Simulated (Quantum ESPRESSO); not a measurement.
**SrCl2 under changes of volume**

One of the cells (28.299 Å³/atom); the others are scaled copies at fixed shape and fractional positions:

```
CELL_PARAMETERS angstrom
0.00000 3.48835 3.48835
3.48835 0.00000 3.48835
3.48835 3.48835 0.00000
ATOMIC_POSITIONS crystal
Sr 0.00000 0.00000 0.00000
Cl 0.75000 0.75000 0.75000
Cl 0.25000 0.25000 0.25000
```

| Quantity | Value |
| --- | --- |
| Program | Quantum ESPRESSO 7.5 |
| Functional | PBE |
| Potentials or basis | SSSP 1.3 efficiency PBE |
| Cutoff | 748 eV |
| Density cutoff | 5987 eV |
| k mesh | 7 × 7 × 7 |
| Occupations | fermi-dirac, width 0.05 eV |
| Spin | no spin polarisation |

```tsv
volume (Å³/atom)	energy over the lowest point (meV/atom)	pressure (GPa)	gap on the mesh (eV)
26.601	25.91	3.6	5.58
27.167	14.78	2.7	5.54
27.733	6.96	1.8	5.46
28.299	2.14	1.0	5.38
28.865	0.00	0.2	5.30
29.431	0.27	-0.4	5.22
29.997	?	?	?
```

Task: What does the run at 29.997 Å³/atom give?

Result: Energy over the lowest point 2.71 meV/atom; pressure -1.0 GPa; gap on the mesh 5.15 eV.

Worked out: A Birch-Murnaghan fit of order 3 (a polynomial in V^(-2/3)) to the other rows has its minimum at 29.08 Å³/atom with B0 = V·E''(V) = 34 GPa and B' = 4.4. It gives 2.72 meV/atom at 29.997 Å³/atom, against the run's 2.71, and -dE/dV = -1.0 GPa, against -1.0. A parabola through the other rows of the gap, of slope -5.16 eV per unit of ln V there, extrapolates to 5.12 eV, against the run's 5.15.

Energies are extrapolated to zero smearing.

Caveats: an odd mesh through Γ misses points on the zone boundary, where band edges often lie. Spin-orbit coupling on Sr is left out.
